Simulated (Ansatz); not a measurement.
Ansatz input file:

```yaml
crystal:
  lattice:
    - [0.0, 2.425, 2.425]
    - [2.425, 0.0, 2.425]
    - [2.425, 2.425, 0.0]
  atoms:
    - { symbol: Be, position: [0.0, 0.0, 0.0] }
    - { symbol: S, position: [0.25, 0.25, 0.25] }
basis:
  ecutwfc: 420
kpoints:
  mp_grid: { grid: [8, 8, 8] }
hamiltonian:
  xc: pbe
scf:
  occupations: { method: gaussian, width: 0.02 }
output:
  forces: true
  stress: true
  eigenvalues: true
  write_density: true
  write_potential: true
  elf: true
  volumetric_format: npy
relax:
  adjacent_minimum: "off"
  f_tol: 0.005
  max_steps: 80
  cell: { stress_tol: 0.05 }
```

Command:
```bash
ansatz run input.yaml --threads 1 --pin off --max-ram 2560MiB --backend cpu --events-out ev --progress --plain --runs-dir out
```

All numbers below come from DFT PBE, scalar-relativistic, plane waves, PAW in Ansatz.

Abridged output (iterations and final results):

```
SCF iter   1: F=—  HF=-996.963646 eV  |F-HF|=—  |Δ(HF+E_count)|=         —  Δρ=7.58e-4  dr2=1.58e-4  ethr=1.77e-3  ⟨swp⟩=5.6  Hψ=1930  notcnv=0
SCF iter   2: F=—  HF=-996.963191 eV  |F-HF|=—  |Δ(HF+E_count)|=   4.55e-4  Δρ=4.92e-4  dr2=6.76e-5  ethr=1.98e-6  ⟨swp⟩=2.2  Hψ=654  notcnv=0
SCF iter   3: F=—  HF=-996.963223 eV  |F-HF|=—  |Δ(HF+E_count)|=   3.22e-5  Δρ=1.77e-4  dr2=3.87e-6  ethr=8.45e-7  ⟨swp⟩=2.3  Hψ=339  notcnv=0
SCF iter   4: F=—  HF=-996.963255 eV  |F-HF|=—  |Δ(HF+E_count)|=   3.22e-5  Δρ=5.72e-5  dr2=6.85e-7  ethr=4.84e-8  ⟨swp⟩=2.2  Hψ=344  notcnv=0
SCF iter   5: F=-996.963258 eV  HF=-996.963258 eV  |F-HF|=8.63e-9  |Δ(HF+E_count)|=   3.30e-6  Δρ=1.22e-5  dr2=4.88e-8  ethr=8.56e-9  ⟨swp⟩=2.5  Hψ=337  notcnv=0
SCF iter   6: F=-996.963258 eV  HF=-996.963258 eV  |F-HF|=4.91e-10  |Δ(HF+E_count)|=   1.02e-8  Δρ=1.58e-6  dr2=8.46e-10  ethr=6.11e-10  ⟨swp⟩=5.1  Hψ=1164  notcnv=0
SCF 1 converged in 6 iterations: F = -996.963258 eV  dr2 = 8.46e-10
relax step   1: F+E_penalty+E_count = -996.96325840 eV  Δ(F+E_penalty+E_count) = +0.000e0 eV  max|allowed force component| = 1.596e-16 eV/Å  Δτ_max = 0.0000 Å  P = +1.545 GPa  Ω = 28.521 Å³  (6 SCF iters, dr2 threshold 1.00e-7 eV, accepted)
Crystal: 2 atoms, lattice volume = 28.787 Å³
Initial density: handed on by an earlier stage of this run
Initial wavefunctions: those handed on with the density
SCF iter   1: F=—  HF=-996.965093 eV  |F-HF|=—  |Δ(HF+E_count)|=         —  Δρ=7.25e-4  dr2=2.06e-4  ethr=2.63e-6  ⟨swp⟩=1.4  Hψ=1911  notcnv=0
SCF iter   2: F=—  HF=-996.965038 eV  |F-HF|=—  |Δ(HF+E_count)|=   5.50e-5  Δρ=2.64e-4  dr2=2.86e-5  ethr=2.57e-6  ⟨swp⟩=1.0  Hψ=232  notcnv=0
SCF iter   3: F=—  HF=-996.965051 eV  |F-HF|=—  |Δ(HF+E_count)|=   1.23e-5  Δρ=5.20e-5  dr2=7.04e-7  ethr=3.57e-7  ⟨swp⟩=2.0  Hψ=348  notcnv=0
SCF iter   4: F=-996.965051 eV  HF=-996.965051 eV  |F-HF|=5.69e-8  |Δ(HF+E_count)|=   1.66e-8  Δρ=1.76e-5  dr2=5.61e-8  ethr=2.50e-9  ⟨swp⟩=9.0  Hψ=1648  notcnv=0
SCF 2 converged in 4 iterations: F = -996.965051 eV  dr2 = 5.61e-8
relax step   2: F+E_penalty+E_count = -996.96505076 eV  Δ(F+E_penalty+E_count) = -1.792e-3 eV  max|allowed force component| = 4.510e-17 eV/Å  Δτ_max = 0.0000 Å  P = +0.643 GPa  Ω = 28.787 Å³  energy of the carried Pulay correction = -1.768e-5 eV  (4 SCF iters, dr2 threshold 2.00e-7 eV, accepted)
Crystal: 2 atoms, lattice volume = 28.979 Å³
SCF iter   1: F=—  HF=-996.965444 eV  |F-HF|=—  |Δ(HF+E_count)|=         —  Δρ=5.13e-4  dr2=1.05e-4  ethr=1.35e-6  ⟨swp⟩=1.4  Hψ=1910  notcnv=0
SCF iter   2: F=—  HF=-996.965434 eV  |F-HF|=—  |Δ(HF+E_count)|=   9.33e-6  Δρ=1.88e-4  dr2=1.49e-5  ethr=1.32e-6  ⟨swp⟩=1.0  Hψ=232  notcnv=0
SCF iter   3: F=—  HF=-996.965432 eV  |F-HF|=—  |Δ(HF+E_count)|=   2.03e-6  Δρ=3.88e-5  dr2=3.90e-7  ethr=1.86e-7  ⟨swp⟩=2.1  Hψ=349  notcnv=0
SCF iter   4: F=-996.965432 eV  HF=-996.965432 eV  |F-HF|=3.36e-8  |Δ(HF+E_count)|=   2.61e-8  Δρ=1.31e-5  dr2=3.17e-8  ethr=2.50e-9  ⟨swp⟩=9.0  Hψ=1633  notcnv=0
SCF 3 converged in 4 iterations: F = -996.965432 eV  dr2 = 3.17e-8
relax step   3: F+E_penalty+E_count = -996.96543245 eV  Δ(F+E_penalty+E_count) = -3.817e-4 eV  max|allowed force component| = 7.055e-17 eV/Å  Δτ_max = 0.0000 Å  P = +0.015 GPa  Ω = 28.979 Å³  energy of the carried Pulay correction = -3.038e-5 eV  (4 SCF iters, dr2 threshold 2.00e-7 eV, accepted)
Initial wavefunctions: pseudopotential atomic-orbital guess (no wavefunctions were taken with the density)
SCF iter   1: F=—  HF=-996.965444 eV  |F-HF|=—  |Δ(HF+E_count)|=         —  Δρ=1.45e-5  dr2=3.24e-8  ethr=8.36e-7  ⟨swp⟩=2.3  Hψ=2545  notcnv=0
SCF iter   2: F=—  HF=-996.965461 eV  |F-HF|=—  |Δ(HF+E_count)|=   1.75e-5  Δρ=8.03e-6  dr2=9.37e-9  ethr=4.05e-10  ⟨swp⟩=2.1  Hψ=354  notcnv=0
SCF iter   3: F=—  HF=-996.965461 eV  |F-HF|=—  |Δ(HF+E_count)|=   2.94e-8  Δρ=1.08e-6  dr2=3.28e-10  ethr=1.17e-10  ⟨swp⟩=2.5  Hψ=343  notcnv=0
SCF iter   4: F=—  HF=-996.965461 eV  |F-HF|=—  |Δ(HF+E_count)|=  3.71e-11  Δρ=4.56e-7  dr2=3.34e-11  ethr=4.10e-12  ⟨swp⟩=2.0  Hψ=323  notcnv=0
SCF iter   5: F=-996.965461 eV  HF=-996.965461 eV  |F-HF|=5.68e-13  |Δ(HF+E_count)|=  1.75e-11  Δρ=9.13e-8  dr2=2.94e-12  ethr=1.00e-12  ⟨swp⟩=5.1  Hψ=816  notcnv=0
SCF 4 converged in 5 iterations: F = -996.965461 eV  dr2 = 2.94e-12
SCF converged after 5 iterations
Free energy (F): -996.965461 eV
Harris-Foulkes:  -996.965461 eV  (|F-HF|=5.68e-13)
Internal energy: -996.965461 eV  (E = F + TS)
E sigma→0 (E₀):  -996.965461 eV
Fermi energy:    6.730319 eV
--- Per-component energies (eV) ---
  E_band       = 0.479288
  E_kinetic    = 127.856177
  E_local      = -117.432287  (includes V_loc(G=0)·N_el)
  E_nonlocal   = 32.722338
  E_hartree    = 36.169790
  E_xc         = -117.136822
  E_vxc        = -108.607081  (∫ρ·V_xc dr)
  E_paw        = -659.918364  (= ΣΔE_a)
  E_vpaw       = -6.399453  (= ΣTr[D̂ρ^β])
  E_aug_tail   = 0.000001  (compensation charges beyond the density's cutoff)
  E_ewald      = -299.226295
  E_smearing   =  0.000000  (= −TS)
--- Forces (eV/Å), atoms counted from 1 ---
  atom   1  Be     0.00000000     0.00000000     0.00000000
  atom   2  S      0.00000000     0.00000000     0.00000000
--- Stress (GPa, compression-positive) ---
        0.017012       0.000000       0.000000
        0.000000       0.017012       0.000000
        0.000000       0.000000       0.017012
  P = ⅓ Tr σ = 0.0170 GPa (0.170 kbar)
--- Band table (eV; the first three rows and the last of 29) ---
  k-point 0: bands = ["-8.4276", "5.1579", "5.1579", "5.1579", "10.8160", "10.8160", "10.8160", "10.9110"]
  k-point 1: bands = ["-8.2541", "3.9759", "4.9638", "4.9638", "10.7150", "11.1637", "11.1637", "12.2063"]
  k-point 2: bands = ["-7.7771", "1.9067", "4.5751", "4.5751", "10.6541", "11.6992", "11.6992", "14.3013"]
  k-point 28: bands = ["-6.2819", "0.9656", "1.3742", "1.8887", "11.6042", "13.2240", "13.5271", "13.8926"]
--- Relaxed structure (3 steps of the walk, 3 accepted, 1 SCFs on fresh bases) ---
  F+E_penalty+E_count = -996.96546124 eV   max|allowed force component| = 7.055e-17 eV/Å   (the final SCF, on the basis selected at the relaxed cell)
  cell:  # Å, volume = 28.9793 Å³
    - [0.0, 2.43791892, 2.43791892]
    - [2.43791892, 0.0, 2.43791892]
    - [2.43791892, 2.43791892, 0.0]
  atoms:
    - { symbol: Be, position: [0.0, 0.0, 0.0] }
    - { symbol: S, position: [0.25, 0.25, 0.25] }
```

The relaxation met its thresholds.

It took 1.7 s on 1 thread of AMD EPYC 9R45 96-Core Processor (Zen 5) (shared host), peak memory 0.32 GiB.